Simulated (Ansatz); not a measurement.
Slab of diamond Si (110), 3 layers

The slab is cut from the diamond crystal, the stable phase, as relaxed on PAW files (20.06 Å³/atom), with 16 Å of vacuum and a dipole correction:

```
CELL_PARAMETERS angstrom
3.84242 0.00000 0.00000
0.00000 5.43400 0.00000
0.00000 0.00000 19.84240
ATOMIC_POSITIONS crystal
Si 0.75000 0.12500 0.40318
Si 0.25000 0.87500 0.40318
Si 0.25000 0.62500 0.50000
Si 0.75000 0.37500 0.50000
Si 0.75000 0.12500 0.59682
Si 0.25000 0.87500 0.59682
```

Computed with Ansatz 0.2.0; functional PBEsol, scalar-relativistic. Settings: a Γ-centred 7×5×1 k mesh, Fermi–Dirac smearing of 0.02 eV, no spin polarisation. Methods: LAPW: all electrons, basis error target 1 meV/atom; PAW: frozen-core files, cutoff 420 eV.

The bulk energy comes from a cell in the slab's orientation on a 7×5×7 mesh. The surface energy is (E(slab) − N·E(bulk))/2A at zero smearing, the mean of both faces; thin slabs carry quantum-size effects.

The PAW files were made under PBE. Real surfaces of this kind reconstruct, which a 1×1 cell forbids.

As cut, the LAPW slab lies 4.450 eV above 6 atoms of bulk. What surface energy is that?

Over two faces of 20.88 Å² it is 106.6 meV/Å², and times 16.02 J/m² per eV/Å² that gives γ = 1.707 J/m².

What do relaxation and the other method give, and what work function comes out?



```csv
method,γ as cut (J/m²),γ relaxed (J/m²),Φ as cut (eV),Φ relaxed (eV)
LAPW,1.707,1.676,4.87,4.88
PAW,1.706,1.675,4.86,4.88
```

How do the spacings between the planes relax?

From the bottom face up: d12 -4.1 % of 1.921 Å, d23 -4.1 % of 1.921 Å.

What changes if the vacuum is set to 11 Å?

LAPW then gives: no gap, work function 4.88 eV; PAW: no gap, work function 4.88 eV. The program warns that the vacuum is too thin.

A 2p core hole is made on one atom of each kind in every 1×1 cell (PAW hole dataset, neutral cell, valence without spin). What does it cost by layer?

layer 1 98.37 eV, layer 2 98.78 eV. Shifts between layers mean more than the absolute values, and a whole layer of holes screens otherwise than one hole.
